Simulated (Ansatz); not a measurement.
Crystal: Cu.

```
CELL_PARAMETERS angstrom
2.53410 0.00000 0.00000
-1.26705 2.19459 0.00000
0.00000 0.00000 4.11257
ATOMIC_POSITIONS crystal
Cu 0.66667 0.33333 0.75000
Cu 0.33333 0.66667 0.25000
```

This isn't the form of Cu at room conditions, which is fcc.

- Program: Ansatz 0.2.0
- Task: relaxation of cell and atoms
- Functional: HSE03
- Potentials or basis: Ansatz PAW
- Cutoff: 420 eV (not typed: the program's choice for these potentials)
- k mesh: 6 × 6 × 4
- Occupations: fermi-dirac, width 0.05 eV
- Spin: no spin polarisation

At the start: volume 11.44 Å³/atom.

**Question.** How do energy, volume and symmetry change on relaxing?

**Answer.** It ends after 7 steps and the volume is 12.13 Å³/atom (+6.1 %); space group P6_3/mmc (No. 194, to 0.05 Å).

Step by step:
| step | energy change (eV) | largest force (eV/Å) | volume (Å³) |
| --- | --- | --- | --- |
| 1 | 0.0000 | 0.0000 | 22.87 |
| 2 | -0.0227 | 0.0000 | 23.46 |
| 3 | -0.0327 | 0.0000 | 24.20 |
| 4 | -0.0326 | 0.0000 | 24.29 |
| 5 | -0.0354 | 0.0000 | 24.29 |
| 6 | -0.0355 | 0.0000 | 24.26 |
| 7 | -0.0355 | 0.0000 | 24.26 |

Final structure:
```yaml
crystal:
  lattice:
    - [2.59571, 0.00000, 0.00000]
    - [-1.29785, 2.24795, 0.00000]
    - [0.00000, 0.00000, 4.15765]
  atoms:
    - { symbol: Cu, position: [0.66667, 0.33333, 0.75000] }
    - { symbol: Cu, position: [0.33333, 0.66667, 0.25000] }
```

Caveat: the k mesh is coarse (spacing up to 0.48 Å⁻¹), so the values aren't converged, least of all with exact exchange; the plane-wave basis is chosen anew once the cell has moved, so the energies of steps on either side of that aren't comparable; the pressure holds a Pulay correction of +0.4 GPa for the finite cutoff; the PAW data sets come from PBE, with cores solved anew for the run's functional, which leaves a small shift of forces and pressure.
